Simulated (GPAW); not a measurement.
GaN: equation of state with vdW-DF-cx

The system is GaN.

```
Ga N
1.0
     3.18693    0.00000    0.00000
     1.59347    2.75996    0.00000
     1.59347    0.91999    2.60212
Ga N
1 1
Cartesian
  0.0000 0.0000 0.0000
  1.5935 0.9200 0.6505
```

The cell is a database's computed one.

```yaml
Program: GPAW 26.7.0
Task: equation of state
Functional: vdW-DF-cx
Potentials_or_basis: GPAW PAW data sets (gpaw-data 1.2.1)
Cutoff: 800 eV
Basis: pw
k_mesh: 10 × 10 × 10
Occupations: fermi-dirac, width 0.05 eV
Spin: no spin polarisation
```

* Equilibrium volume: 11.98 Å³/atom
* Bulk modulus: 190 GPa
* Pressure derivative of the bulk modulus: 4.9 (rough: it moves with the points fitted)

Energy against volume, from the lowest point:
```tsv
volume (Å³/atom)	energy (meV/atom)
10.757	91.76
10.986	58.10
11.215	33.04
11.444	15.54
11.673	4.81
11.902	0.00
12.131	0.83
```

It took 78 s on 1 thread of Arm Neoverse V2, with other jobs on the host, peak memory 0.28 GiB.

Caveat: the data sets keep Ga 3d, Li 1s and Be 1s frozen, and some such compounds lay over 1.5 % in volume off other programs; the PAW data sets were made with another functional, which shifts forces and pressure a little.
